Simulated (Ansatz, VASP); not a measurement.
# Two plane-wave programs on SnO2

```
Sn O
1.0
     0.00000    2.57415    2.57415
     2.57415    0.00000    2.57415
     2.57415    2.57415    0.00000
Sn O
1 2
Direct
  0.00000 0.00000 0.00000
  0.75000 0.75000 0.75000
  0.25000 0.25000 0.25000
```

Measurements of this composition are mostly on another form, of space group No. 136.

Alike in both runs: task single point; functional PBE; k mesh 9 × 9 × 9; occupations gaussian, width 0.027 eV; no spin polarisation.

|  | VASP | Ansatz |
| --- | --- | --- |
| version | VASP 6.6.1 | Ansatz 0.2.0 |
| potentials or method | VASP PAW PBE potentials, release 64 (Sn_d, O) | Ansatz PAW |
| plane-wave cutoff (eV) | 520 | 420 |
| valence electrons in the cell | 26 | 26 |

|  | VASP | Ansatz | Ansatz less VASP |
| --- | --- | --- | --- |
| gap on the k mesh at the Fermi level (eV) | none | none | - |
| pressure (GPa) | 0.1 | -0.5 | -0.53 |

A gap of «none» marks a metal or a gap that the smearing closes.

Caveats: the pressure holds a Pulay correction of +1.0 GPa for the finite cutoff (Ansatz).
